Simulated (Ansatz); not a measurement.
All numbers below come from Ansatz, DFT PBE, scalar-relativistic, plane waves, PAW. Settings: cutoff 420 eV, Γ-centred meshes spaced at most about 0.3 Å⁻¹, and about 0.25 Å⁻¹ or finer for metals (2π included), Gaussian smearing. No spin polarisation.

All energies are static (0 K, no zero-point motion).

Two relaxed structures of Hf₃S₅:

A.

```xyz
8
Lattice="5.6956 -2.5583 0.0000 5.6956 2.5583 0.0000 -5.5782 0.0000 5.7187" Properties=species:S:1:pos:R:3 pbc="T T T"
Hf    0.0000    0.0000    0.0000
Hf    6.9175    0.0000    2.2405
Hf   -1.1045    0.0000    3.4781
S     1.2193    0.0000    2.3004
S     4.5937    0.0000    3.4183
S     5.6956    0.0000    0.0000
S     9.1780    0.0000    1.1839
S    -3.3650    0.0000    4.5347
```

B.

```xyz
8
Lattice="3.5127 0.0000 0.0000 -1.7564 3.0421 0.0000 0.0000 0.0000 16.9808" Properties=species:S:1:pos:R:3 pbc="T T T"
Hf    0.0000    0.0000    8.4904
Hf    0.0000    0.0000   15.1878
Hf    0.0000    0.0000    1.7929
S     0.0000    2.0281    6.9159
S     0.0000    2.0281   10.0649
S     1.7564    1.0140   13.7108
S     1.7564    1.0140    0.0000
S     1.7564    1.0140    3.2700
```

Task: Which would you expect to be lower, and how large is the difference?

Result: A is lower, by 113 meV/atom. A has space group C2/m (No. 12), 20.8 Å³/atom and no gap on its mesh; B has space group P-6m2 (No. 187), 22.7 Å³/atom and no gap. Counting S atoms around Hf (those within 1.25 times the shortest such distance or 1.15 times the sum of covalent radii, 1.27 where that leaves under three), A and B both have Hf 6. Both come from invented guesses.

No dispersion correction is applied, so the spacing and binding between layers, chains or molecules are poorly described (P-6m2), and this can change margins and order among such cells. Spin–orbit coupling, which can matter for Hf, is left out. Cells relaxed within their symmetry can be saddle points.
